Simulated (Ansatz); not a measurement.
The system is Al2O3.

```
CELL_PARAMETERS angstrom
4.61378 0.00000 0.00000
0.00000 9.56328 0.00000
0.00000 0.00000 3.11986
ATOMIC_POSITIONS crystal
Al 0.98298 0.82457 0.00000
Al 0.01702 0.17543 0.00000
Al 0.48297 0.67543 0.50000
Al 0.51702 0.32457 0.50000
O 0.50000 0.50000 0.50000
O 0.12363 0.75305 0.50000
O 0.37637 0.25305 0.00000
O 0.62364 0.74695 0.00000
O 0.00000 0.00000 0.00000
O 0.87636 0.24695 0.50000
```

Measurements of this composition are mostly on another form, of space group No. 167.

Base run:

* Program: Ansatz 0.2.0
* Functional: PBEsol
* Potentials or basis: Ansatz PAW
* Cutoff: 420 eV (not typed: the program's choice for these potentials)
* k mesh: 6 × 3 × 9
* Occupations: fermi-dirac, width 0.05 eV
* Spin: no spin polarisation

Its results: band gap on the k mesh 3.43 eV, direct; pressure -2.6 GPa; largest force 0.173 eV/Å.

Task: The run is repeated on the same cell with these changes: functional from PBEsol to PBE; cutoff from 420 eV (not typed: the program's choice for these potentials) to 800 eV. What comes out?

Result: Band gap on the k mesh 3.52 eV, direct; pressure 0.0 GPa; largest force 0.190 eV/Å.

PBE binds less tightly than PBEsol, so the same cell stands under more pressure.

Caveats: the PAW data sets come from PBE, with cores solved anew for the run's functional, which leaves a small shift of forces and pressure (some runs); odd divisions of the mesh miss points on the zone boundary, where band edges often lie, so the gap on the mesh can be too wide (some runs).
